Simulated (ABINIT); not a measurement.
HgTe (Coloradoite): single point with PBEsol

Crystal: HgTe (Coloradoite).

```xyz
2
Lattice="0.0000 3.2145 3.2145 3.2145 0.0000 3.2145 3.2145 3.2145 0.0000" Properties=species:S:1:pos:R:3 pbc="T T T"
Hg    0.0000    0.0000    0.0000
Te    4.8217    4.8217    4.8217
```

```
Program             : ABINIT 10.8.3 (patched build)
Task                : single point
Functional          : PBEsol
Potentials or basis : PseudoDojo NC SR PBEsol v0.4.1 standard
Cutoff              : 925 eV
k mesh              : 5 × 5 × 5
Occupations         : fermi-dirac, width 0.05 eV
Spin                : no spin polarisation
```

The pressure is 1.7 GPa and the band gap on the k mesh is none (metal or under the smearing width). The valence electrons inside the program's atomic spheres are Hg 16.50; Te 11.94.

Levels at points of the mesh, in eV from the Fermi level:
| k point | band 16 | band 17 | band 18 | band 19 | band 20 | band 21 |
| --- | --- | --- | --- | --- | --- | --- |
| (0.00, 0.00, 0.00) | -0.81 | -0.03 | -0.03 | -0.03 | 4.14 | 4.14 |

It took 12 s on 4 MPI ranks on Arm Neoverse V2 (shared host), peak memory 0.36 GiB a rank.

Caveat: the cutoff is short for stress, so the pressure is rough. Spin-orbit coupling is left out, which matters for the levels of Hg, Te.
